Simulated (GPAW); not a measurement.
Crystal: NiO.

```
CELL_PARAMETERS angstrom
2.94991 0.00000 0.00000
1.47496 2.55470 0.00000
1.47496 0.85157 2.40859
ATOMIC_POSITIONS crystal
Ni 0.00000 0.00000 0.00000
O 0.50000 0.50000 0.50000
```

Base run:

```yaml
Program: GPAW 26.7.0
Functional: PBE
Potentials_or_basis: GPAW PAW data sets (gpaw-data 1.2.1)
Basis: fd
Grid_spacing: 0.16 Å
k_mesh: 8 × 8 × 8
Occupations: fermi-dirac, width 0.05 eV
Spin: collinear spin, ferromagnetic start
Starting_moments: "[1.0, 0.0] μB"
```

Its results: net moment 1.80 μB per cell; site moments Ni +1.49; O +0.22 μB.

**Question.** The run is repeated on the same cell with these changes: functional from PBE to mBEEF; basis from fd to pw. What comes out?

**Answer.** Net moment 2.00 μB per cell; site moments Ni +1.72; O +0.21 μB.

Several settings changed at once, so the effect can't be laid on one alone.

Caveats: a cell with one magnetic atom can't hold antiferromagnetic order, which such compounds often take.

Not every run made on this cell is shown here.
